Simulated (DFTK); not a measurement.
The system is Mo.

```xyz
1
Lattice="-1.5838 1.5838 1.5838 1.5838 -1.5838 1.5838 1.5838 1.5838 -1.5838" Properties=species:S:1:pos:R:3 pbc="T T T"
Mo    0.0000    0.0000    0.0000
```

Base run:

```yaml
Program: DFTK 0.8.2
Functional: r2SCAN
Potentials_or_basis: SG15 1.2 (PBE)
Cutoff: 1225 eV
k_mesh: 12 × 12 × 12
Occupations: fermi-dirac, width 0.05 eV
Spin: no spin polarisation
```

Its results: band gap on the k mesh none (metal or under the smearing width); pressure -5.4 GPa.

Question: The run is repeated on the same cell with these changes: functional from r2SCAN to LDA. What comes out?

Answer: Band gap on the k mesh none (metal or under the smearing width); pressure -13.2 GPa.

Caveats: the potentials were made for another functional, which shifts forces and pressure.
